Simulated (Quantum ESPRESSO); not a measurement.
The system is Co.

```
Co
1.0
     2.48736    0.00000    0.00000
    -1.24368    2.15412    0.00000
     0.00000    0.00000    4.06329
Co
2
Direct
  0.33333 0.66667 0.74014
  0.66667 0.33333 0.25986
```

| Property | Result |
| --- | --- |
| Program | Quantum ESPRESSO 7.5 |
| Task | single point |
| Functional | PBEsol |
| Potentials or basis | GBRV 1.5 PBEsol |
| Cutoff | 762 eV |
| Density cutoff | 6095 eV |
| k mesh | 12 × 12 × 7 |
| Occupations | fermi-dirac, width 0.05 eV |
| Spin | collinear spin, ferromagnetic start |
| Starting moments | [2.0, 2.0] μB |

On this cell: pressure -9.1 GPa; largest force 0.440 eV/Å; net moment 3.34 μB per cell; site moments Co +1.75 μB; band gap on the k mesh none (metal or under the smearing width).

The same run follows on a disturbed copy (atoms moved at random, drawn with an rms of 0.05 Å):

```
Co
1.0
     2.48736    0.00000    0.00000
    -1.24368    2.15412    0.00000
     0.00000    0.00000    4.06329
Co
2
Direct
  0.33137 0.64975 0.73713
  0.67030 0.32052 0.26370
```

Task: What changes?

Result: The energy (extrapolated to zero smearing) moves by +7.5 meV/atom; pressure -8.4 GPa; largest force 0.649 eV/Å; net moment 3.34 μB per cell; site moments Co +1.75 μB; band gap on the k mesh none (metal or under the smearing width).

Forces on the atoms (eV/Å):
```
Co   0.022  0.022  0.648
Co  -0.022 -0.022 -0.648
```

Stress tensor (GPa, compression positive):
```
-7.60  0.18  0.12
 0.18 -7.96  0.12
 0.12  0.12 -9.62
```
